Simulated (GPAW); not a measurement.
Runs of GPAW 26.7.0 on TePb. The structure is cubic, space group Fm-3m (No. 225). The conventional cell has a = 6.462 Å, b = 6.462 Å, c = 6.462 Å, α = 90.00°, β = 90.00°, γ = 90.00°. Around Pb (site symmetry m-3m) lie 6 Te at 3.23 Å. Te (site symmetry m-3m) has 6 Pb at 3.23 Å as nearest neighbours. 

```csv
task,level,potentials or basis,spin,cell,k mesh,optimizer,fmax,max steps,convergence,eigensolver,gap on the mesh (eV),pressure (GPa),relaxed volume (Å³/atom)
single point,TB-mBJ,"GPAW PAW data sets for LDA (gpaw-data 1.2.1), pw",off,as given,8 × 8 × 8,-,-,-,-,-,1.06,-,-
relaxation of cell and atoms,PBEsol+D3(BJ),"PAW data sets generated in the run's folder for this functional, pw",off,relaxed,7 × 7 × 7,BFGS,0.02 eV/Å,60,density=1e-05 forces=0.0001,-,-,0.0,(a)
relaxation of cell and atoms,PBEsol,"PAW data sets generated in the run's folder for this functional, pw",off,relaxed,7 × 7 × 7,BFGS,0.02 eV/Å,60,density=1e-05 forces=0.0001,-,-,0.0,33.18
relaxation of cell and atoms,PBEsol+D3,"PAW data sets generated in the run's folder for this functional, pw",off,relaxed,7 × 7 × 7,BFGS,0.02 eV/Å,60,density=1e-05 forces=0.0001,-,-,0.1,32.50
band structure,BLYP,"PAW data sets generated in the run's folder for this functional, pw","SOC, no magnetisation",as given,6 × 6 × 6,-,-,-,-,davidson,0.20,(b),-
relaxation of cell and atoms,PBEsol+D4,"PAW data sets generated in the run's folder for this functional, pw",off,relaxed,7 × 7 × 7,BFGS,0.02 eV/Å,60,density=1e-05 forces=0.0001,-,-,0.0,32.37
relaxation of cell and atoms,PBEsol+D3(BJ)+ATM,"PAW data sets generated in the run's folder for this functional, pw",off,relaxed,7 × 7 × 7,BFGS,0.02 eV/Å,60,density=1e-05 forces=0.0001,-,-,0.0,31.90
```

Alike in all rows: cutoff (eV) 600; smearing fermi-dirac 0.05 eV.

Question: Fill in the values left out.

Answer: (a) 31.78; (b) 5.1.

Caveats: later steps reuse the first step's grids (some runs); a model potential gives levels but no total energy (some runs); the PAW data sets were made with another functional, which shifts forces and pressure a little (some runs); spin-orbit coupling is left out, which as a rule narrows the gap of such compounds by several tenths of an eV (some runs); spin-orbit coupling was added after a scalar SCF, so levels and gaps hold it while energy, forces, pressure and moments don't (some runs); this program's spin-orbit splittings come out too wide for heavy elements (some runs).

A k mesh can miss the band edges, and rows without SOC leave out spin-orbit coupling on Pb, Te.

Runs at the PBE level aren't shown here.
